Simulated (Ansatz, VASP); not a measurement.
**Al in VASP and in Ansatz**

The input POSCAR:

```
Al
1.0
    2.7217600000      0.0000000000      0.0000000000
    0.0000000000      2.7217600000      0.0000000000
    0.0000000000      0.0000000000      2.7217600000
Al
1
Direct
    0.0000000000      0.0000000000      0.0000000000
```

File INCAR.step1:

```
SYSTEM = Al
PREC = Accurate
ENCUT = 600
EDIFF = 1E-5
ISMEAR = -1
SIGMA = 0.05
LREAL = .False.
LASPH = .True.
NELM = 60
ALGO = Normal
LWAVE = .True.
LCHARG = .False.
GGA = PE
NBANDS = 8
```

Contents of INCAR.step2:

```
SYSTEM = Al
PREC = Accurate
ENCUT = 600
EDIFF = 1E-6
ISMEAR = -1
SIGMA = 0.05
LREAL = .False.
LASPH = .True.
NELM = 60
ALGO = Normal
ISIF = 3
LWAVE = .False.
LCHARG = .False.
GGA = PE
LHFCALC = .True.
AEXX = 1.0
ALDAC = 0.0
AGGAC = 0.0
PRECFOCK = Normal
IBRION = 2
NSW = 60
EDIFFG = -0.01
ISTART = 1
```

KPOINTS

```
Automatic mesh
0
Gamma
  5 5 5
  0 0 0
```

File input.yaml:

```yaml
crystal:
  lattice:
    - [2.72176, 0.0, 0.0]
    - [0.0, 2.72176, 0.0]
    - [0.0, 0.0, 2.72176]
  atoms:
    - { symbol: Al, position: [0.0, 0.0, 0.0] }
hamiltonian:
  xc: hf
  pseudopotentials: { kind: paw }
kpoints:
  mp_grid: { grid: [5, 5, 5] }
scf:
  occupations: { method: fermi_dirac, width: 0.05 }
output:
  forces: true
  stress: true
  eigenvalues: true
relax:
  f_tol: 0.01
  max_steps: 40
  cell: { stress_tol: 0.05 }
```

The cell was built by a generator and needn't be a form met in nature.

Alike in both runs: task relaxation of cell and atoms; functional HF; k mesh 5 × 5 × 5; occupations fermi-dirac, width 0.05 eV; no spin polarisation.

```csv
,VASP,Ansatz
version,VASP 6.6.1,Ansatz 0.2.0
potentials or method,"VASP PAW PBE potentials, release 64 (Al)",Ansatz PAW
plane-wave cutoff (eV),600,420
valence electrons in the cell,3,3
```

Ansatz gave:

- gap on the k mesh at the Fermi level, each at its own relaxed structure (eV): none
- relaxed volume (Å³/atom): 21.79
- relaxed cell length with the largest relative difference (Å): 2.793
- energy change over the relaxation (meV/atom): -21

Problem. What did VASP give for the same quantities?

Solution. gap on the k mesh at the Fermi level, each at its own relaxed structure (eV): none; relaxed volume (Å³/atom): 29.08; relaxed cell length with the largest relative difference (Å): 3.075; energy change over the relaxation (meV/atom): -198.

A gap of «none» marks a metal or a gap that the smearing closes. One of these differences is far larger than is usual between the two programs; its cause wasn't traced.

Caveats: the k mesh is coarse (spacing up to 0.46 Å⁻¹), so the values aren't converged, least of all with exact exchange; the volume moved by over 15 % at a fixed basis, so the end points are rough (VASP); the PAW data sets were made with another functional, which shifts forces and pressure a little (VASP); the plane-wave basis is chosen anew once the cell has moved, so the energies of steps on either side of that aren't comparable (Ansatz); the PAW data sets come from PBE, with cores solved anew for the run's functional, which leaves a small shift of forces and pressure (Ansatz).
